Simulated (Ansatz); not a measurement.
## Molecular dynamics of CaF₂

Input file:

```yaml
accuracy: low
crystal:
  lattice:
    - [7.726144, 0.0, 0.0]
    - [0.0, 5.463209, 0.0]
    - [0.0, 0.0, 17.794608]
  atoms:
    - { symbol: Ca, position: [0.0, 0.0, 0.0561968] }
    - { symbol: F, position: [0.25, 0.25, 0.0561968] }
    - { symbol: F, position: [1.0, 0.24817117, 0.15622311] }
    - { symbol: Ca, position: [0.75, 0.5, 0.15288273] }
    - { symbol: F, position: [1.0, 0.75182883, 0.15622311] }
    - { symbol: F, position: [0.25, 0.75, 0.0561968] }
    - { symbol: Ca, position: [0.25, 0.5, 0.15288273] }
    - { symbol: F, position: [0.5, 0.75182883, 0.15622311] }
    - { symbol: F, position: [0.75, 0.75, 0.0561968] }
    - { symbol: Ca, position: [0.5, 0.0, 0.0561968] }
    - { symbol: F, position: [0.75, 0.25, 0.0561968] }
    - { symbol: F, position: [0.5, 0.24817117, 0.15622311] }
    - { symbol: Ca, position: [0.5, 0.0, 0.26490036] }
    - { symbol: F, position: [0.75, 0.24461296, 0.25778932] }
    - { symbol: F, position: [0.5, 0.26701165, 0.36261229] }
    - { symbol: Ca, position: [0.25, 0.5, 0.35244073] }
    - { symbol: F, position: [0.5, 0.73298835, 0.36261229] }
    - { symbol: F, position: [0.75, 0.75538704, 0.25778932] }
    - { symbol: Ca, position: [0.75, 0.5, 0.35244073] }
    - { symbol: F, position: [0.0, 0.73298835, 0.36261229] }
    - { symbol: F, position: [0.25, 0.75538704, 0.25778932] }
    - { symbol: Ca, position: [1.0, 0.0, 0.26490036] }
    - { symbol: F, position: [0.25, 0.24461296, 0.25778932] }
    - { symbol: F, position: [0.0, 0.26701165, 0.36261229] }
basis:
  ecutwfc: 420.0
kpoints:
  mp_grid: { grid: [1, 2, 1] }
hamiltonian:
  xc: lda
  pseudopotentials: { kind: paw, azcp: { folder: soft_1 } }
scf:
  occupations: { method: fermi_dirac, width: 0.05 }
  lower_state_search: "off"
md:
  timestep: 2
  n_steps: 300
  ensemble: nvt_langevin
  temperature: 500.0
  initial_velocities: maxwell_boltzmann
  seed: 90849
  friction: 0.005
  constraints: [{ sites: [0, 1, 5, 8, 9, 10] }]
```

Launched with:

```bash
$ ansatz run input.yaml --threads 2 --pin off --max-ram 5120MiB --backend cpu --events-out ev --progress --plain --runs-dir out
```

It starts from a partly relaxed structure (largest force component 0.06 eV/Å).

Output, in part (step lines):

```
md step     0: t =     0.00 fs  T =   500.0 K  F+E_penalty+E_count = -26928.50008425 eV  E_kin = 1.163340 eV  (10 SCF iters)
md step     1: t =     2.00 fs  T =   486.5 K  F+E_penalty+E_count = -26928.48822139 eV  E_kin = 1.131908 eV  (7 SCF iters)
md step     2: t =     4.00 fs  T =   488.9 K  F+E_penalty+E_count = -26928.45312512 eV  E_kin = 1.137497 eV  (7 SCF iters)
md step     3: t =     6.00 fs  T =   488.8 K  F+E_penalty+E_count = -26928.39648510 eV  E_kin = 1.137262 eV  (7 SCF iters)
md step     4: t =     8.00 fs  T =   442.3 K  F+E_penalty+E_count = -26928.32110465 eV  E_kin = 1.029017 eV  (7 SCF iters)
md step     5: t =    10.00 fs  T =   413.6 K  F+E_penalty+E_count = -26928.23135198 eV  E_kin = 0.962369 eV  (5 SCF iters)
md step     6: t =    12.00 fs  T =   376.9 K  F+E_penalty+E_count = -26928.13109719 eV  E_kin = 0.876933 eV  (5 SCF iters)
md step     7: t =    14.00 fs  T =   340.6 K  F+E_penalty+E_count = -26928.02534181 eV  E_kin = 0.792518 eV  (5 SCF iters)
[... lines left out ...]
md step   300: t =   600.00 fs  T =   689.4 K  F+E_penalty+E_count = -26927.57598823 eV  E_kin = 1.603967 eV  (7 SCF iters)
```

The steps, from the saved trajectory:

```csv
time (fs),T (K),potential energy less start (eV)
0.0,500,0.000
20.0,238,0.773
40.0,217,0.910
60.0,305,0.806
80.0,262,0.948
100.0,399,0.594
120.0,371,0.953
140.0,424,0.796
160.0,335,1.094
180.0,483,0.912
200.0,333,1.132
220.0,405,1.039
240.0,518,0.864
260.0,479,1.027
280.0,421,1.186
300.0,471,1.018
320.0,433,1.165
340.0,438,1.187
360.0,545,1.121
380.0,419,1.286
400.0,547,1.023
420.0,572,1.158
440.0,602,1.195
460.0,587,1.338
480.0,405,1.638
500.0,639,1.106
520.0,544,1.276
540.0,545,1.356
560.0,629,1.162
580.0,571,1.282
600.0,689,0.924
```

All steps were run. A run of 0.6 ps of so small a system gives no equilibrium averages. Limits of this set-up: coarse k mesh, thin slab, slab without dipole correction, PAW files made for another functional, low accuracy level.

Mean squared displacements from the first frame to the last: Ca 0.02 Å², F 0.04 Å².

Last frame:

```xyz
24
Lattice="7.7261 0.0000 0.0000 0.0000 5.4632 0.0000 0.0000 0.0000 17.7946" Properties=species:S:1:pos:R:3
Ca 0.000 0.000 1.000
F 1.931 1.366 1.000
F 7.674 1.636 2.579
Ca 5.661 2.778 2.595
F 7.827 4.230 2.872
F 1.931 4.097 1.000
Ca 1.824 2.722 2.834
F 3.809 4.083 2.977
F 5.795 4.097 1.000
Ca 3.863 0.000 1.000
F 5.795 1.366 1.000
F 3.828 1.243 2.800
Ca 3.926 -0.062 4.757
F 6.057 1.527 4.551
F 3.983 1.373 6.435
Ca 1.953 2.746 6.394
F 3.955 3.948 6.362
F 5.963 4.138 4.583
Ca 5.812 2.761 6.334
F 0.004 4.143 6.799
F 1.834 4.096 4.692
Ca 7.733 0.015 4.885
F 1.942 1.375 4.591
F 0.036 1.595 6.481
```

The run took 17 min on 2 threads of Arm Neoverse V1 (shared host), peak memory 1.1 GiB.
